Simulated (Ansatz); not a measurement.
**Mo under changes of volume**

One of the cells (15.892 Å³/atom); the others are scaled copies at fixed shape and fractional positions:

```xyz
1
Lattice="-1.5838 1.5838 1.5838 1.5838 -1.5838 1.5838 1.5838 1.5838 -1.5838" Properties=species:S:1:pos:R:3 pbc="T T T"
Mo    0.0000    0.0000    0.0000
```

```yaml
Program: Ansatz 0.2.0
Functional: PBEsol
Potentials_or_basis: Ansatz PAW earlier set
Cutoff: "500 eV (not typed: the program's choice for these potentials)"
k_mesh: 12 × 12 × 12
Occupations: fermi-dirac, width 0.05 eV
Spin: no spin polarisation
```

| volume (Å³/atom) | energy over the lowest point (meV/atom) | pressure (GPa) |
| --- | --- | --- |
| 14.938 | ? | ? |
| 15.256 | 0.00 | 1.2 |
| 15.574 | 3.47 | -4.5 |
| 15.892 | 17.62 | -9.6 |
| 16.209 | 41.32 | -14.2 |
| 16.527 | 73.60 | -18.3 |
| 16.845 | 113.55 | -21.9 |

Q: What does the run at 14.938 Å³/atom give?

A: Energy over the lowest point 8.44 meV/atom; pressure 7.5 GPa.

Worked out: A Birch-Murnaghan fit of order 3 (a polynomial in V^(-2/3)) to the other rows has its minimum at 15.32 Å³/atom with B0 = V·E''(V) = 285 GPa and B' = 4.4. It gives 8.55 meV/atom at 14.938 Å³/atom, against the run's 8.44, and -dE/dV = 7.6 GPa, against 7.5.

Energies are extrapolated to zero smearing.

Caveats: the PAW data sets come from PBE, with cores solved anew for the run's functional, which leaves a small shift of forces and pressure.
